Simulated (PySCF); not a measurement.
**Choosing a basis for TDDFT**

Species: C3H4N2.
SMILES: `C1=CNN=C1`

TDDFT with PBE0 (PySCF), vertical singlets, core orbitals frozen in the response, spherical d and f functions. Geometry: PBE0-D3(BJ)/def2-SVP; no solvent, vibrations or thermal averaging.

| basis | functions | diffuse | S1 (eV) | S2 (eV) | S3 (eV) | S4 (eV) | S5 (eV) | LUMO (eV) | α (au) |
| --- | --- | --- | --- | --- | --- | --- | --- | --- | --- |
| 6-31G* | 78 | no | 7.03 | 7.12 | 7.45 | 7.97 | 8.23 | 0.96 | 36.8 |
| def2-SVP | 90 | no | 6.98 | 7.01 | 7.40 | 7.55 | 7.82 | 0.69 | 38.7 |
| 6-31+G* | 98 | yes | 6.32 | 6.58 | 6.81 | 7.03 | 7.07 | 0.25 | 45.2 |
| def2-SVPD | 132 | yes | 6.81 | 6.91 | 6.92 | 7.16 | 7.19 | 0.39 | 46.5 |
| aug-cc-pVDZ | 151 | yes | 6.07 | 6.32 | 6.72 | 6.72 | 6.94 | -0.13 | 48.5 |
| def2-TZVP | 179 | no | 6.81 | 6.97 | 7.06 | 7.14 | 7.30 | 0.48 | 44.8 |
| def2-TZVPD | 221 | yes | 6.40 | 6.66 | 6.75 | 6.94 | 7.07 | 0.32 | 48.2 |

Task: How much do these states and the polarisability depend on the basis?

Result: States are compared by their number. Against the largest diffuse basis here (def2-TZVPD, itself not a converged limit), sets without diffuse functions differ by up to 0.63 eV in S1 and 1.17 eV in S5; the smaller diffuse sets differ by up to 0.41 and 0.13 eV. S1 is led by HOMO-1→LUMO (55%) in 6-31G* and by HOMO→LUMO (99%) in def2-TZVPD. S1 is led by HOMO-2→LUMO (98%) in def2-SVP and by HOMO→LUMO (99%) in def2-TZVPD. State by state, the largest deviation of a set without diffuse functions is S1 0.63, S2 0.46, S3 0.70, S4 1.04, S5 1.17 eV. The same number needn't mean the same state in each row. Against def2-TZVPD the polarisability deviates by -24% in 6-31G*, -20% in def2-SVP, -6% in 6-31+G*, -4% in def2-SVPD, +1% in aug-cc-pVDZ, -7% in def2-TZVP. A single + in a Pople set puts diffuse functions on heavy atoms only.
